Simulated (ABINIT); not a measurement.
HfN:

```
Hf N
1.0
     0.00000    2.25600    2.25600
     2.25600    0.00000    2.25600
     2.25600    2.25600    0.00000
Hf N
1 1
Direct
  0.00000 0.00000 0.00000
  0.50000 0.50000 0.50000
```

Base run:

| Item | Value |
| --- | --- |
| Program | ABINIT 10.8.3 (patched build) |
| Functional | rPW86PBE |
| Potentials or basis | JTH PAW PBE v2.0 |
| Cutoff | 707 eV |
| k mesh | 10 × 10 × 10 |
| Occupations | fermi-dirac, width 0.05 eV |
| Spin | spin-orbit coupling, no magnetisation |

Its results: band gap on the k mesh none (metal or under the smearing width); pressure 15.0 GPa.

Question: The run is repeated on the same cell with these changes: functional from rPW86PBE to AM05. What comes out?

Answer: Band gap on the k mesh none (metal or under the smearing width); pressure -4.2 GPa.

Caveats: so large a pressure means that the cell lies far from this level's equilibrium, or that cutoff or potentials fall short (some runs); the potentials were made for another functional, which shifts forces and pressure (some runs); the PAW data sets were made with another functional, which shifts forces and pressure a little (some runs).

Not every run made on this cell is shown here.
